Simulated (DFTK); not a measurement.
# GaN: band structure with PBEsol

**What was measured.**

From a printed reference work, textbook, for a bulk crystal of GaN at 0 K: band gap 3.299 eV (direct).

Crystal: GaN.

```
Ga N
1.0
     3.18693    0.00000    0.00000
     1.59347    2.75996    0.00000
     1.59347    0.91999    2.60212
Ga N
1 1
Direct
  0.00000 0.00000 0.00000
  0.25000 0.25000 0.25000
```

The cell is a database's computed one.

| Quantity | Value |
| --- | --- |
| Program | DFTK 0.8.2 |
| Task | band structure |
| Functional | PBEsol |
| Potentials or basis | cp2k.nc.sr.pbe.v0_1.largecore.gth (PBE, GTH, large core) |
| Cutoff | 1633 eV |
| k mesh | 10 × 10 × 10 |
| Occupations | fermi-dirac, width 0.05 eV |
| Spin | no spin polarisation |
| Valence electrons | Ga 3, N 5 |
| SCF tolerance on the density | 1e-06 |

- Band gap on the k mesh: 2.00 eV, direct
- Band gap along the path: 2.00 eV, direct

Levels at the corners of the path, in eV from the valence-band top:
```tsv
point	band 2	band 3	band 4	band 5	band 6	band 7
Γ	0.00	0.00	0.00	2.00	10.48	10.48
X	-6.07	-2.54	-2.54	3.32	6.71	11.89
W	-5.50	-3.69	-3.47	6.23	8.66	10.43
K	-5.71	-4.17	-2.04	4.99	8.06	11.17
Γ	0.00	0.00	0.00	2.00	10.48	10.48
L	-6.89	-0.88	-0.88	4.81	8.91	10.44
U	-5.71	-4.17	-2.04	4.99	8.06	11.17
W	-5.50	-3.69	-3.47	6.23	8.66	10.43
L	-6.89	-0.88	-0.88	4.81	8.91	10.44
K	-5.71	-4.17	-2.04	4.99	8.06	11.17
U	-5.71	-4.17	-2.04	4.99	8.06	11.17
X	-6.07	-2.54	-2.54	3.32	6.71	11.89
```

It took 2.1 min on 1 thread of Intel(R) Xeon(R) Platinum 8488C (Sapphire Rapids) (shared host), peak memory 2 GiB.

A measured gap of GaN is 3.299 eV (direct; 0 K; a printed reference work, textbook); the calculated 2.00 eV misses it by -1.30 eV. Spin-orbit coupling on Ga is left out. The value is that of PBEsol, without temperature or zero-point motion. Semilocal functionals fall short of measured gaps as a rule. The cell is a database's relaxed one, not the measured one, which moves gaps too.

Caveat: the cutoff is short for these potentials, so energies and forces aren't converged, fitted volumes are rough and the log's stress (off by 3 to 10 GPa or more in trials) isn't used; this set keeps more shells in the core, which shifts pressures and gaps.
